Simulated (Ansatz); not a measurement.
Crystal: CO2.

```
CELL_PARAMETERS angstrom
4.22721 0.00000 0.00000
0.00000 4.22721 0.00000
0.00000 0.00000 4.68777
ATOMIC_POSITIONS crystal
O 0.80483 0.80483 0.00000
O 0.19517 0.19517 0.00000
O 0.69517 0.30483 0.50000
O 0.30483 0.69517 0.50000
C 0.00000 0.00000 0.00000
C 0.50000 0.50000 0.50000
```

The cell comes from a database or a generator and needn't be the stable form of this composition.

* Program: Ansatz 0.2.0
* Task: relaxation of cell and atoms
* Functional: r2SCAN
* Potentials or basis: Ansatz PAW
* Cutoff: 500 eV (not typed: the program's choice for these potentials)
* k mesh: 6 × 6 × 6
* Occupations: fermi-dirac, width 0.05 eV
* Spin: no spin polarisation

At the start: volume 13.96 Å³/atom.

Question: How do energy, volume and symmetry change on relaxing?

Answer: It ends after 7 steps and the volume is 14.74 Å³/atom (+5.6 %); space group P4_2/mnm (No. 136, to 0.05 Å).

Step by step:
```tsv
step	energy change (eV)	largest force (eV/Å)	volume (Å³)
1	0.0000	0.7153	83.77
2	-0.0131	0.0208	86.42
3	-0.0135	0.0482	87.70
4	-0.0135	0.0274	88.37
5	-0.0139	0.0030	88.42
6	-0.0140	0.0026	88.46
7	-0.0160	0.0007	88.46
```

Final structure:
```
CELL_PARAMETERS angstrom
4.36357 0.00000 0.00000
0.00000 4.36357 0.00000
0.00000 0.00000 4.64573
ATOMIC_POSITIONS crystal
O 0.81197 0.81197 0.00000
O 0.18803 0.18803 0.00000
O 0.68803 0.31197 0.50000
O 0.31197 0.68803 0.50000
C 0.00000 0.00000 0.00000
C 0.50000 0.50000 0.50000
```

Caveat: the plane-wave basis is chosen anew once the cell has moved, so the energies of steps on either side of that aren't comparable; the PAW data sets come from PBE, with cores solved anew for the run's functional, which leaves a small shift of forces and pressure.
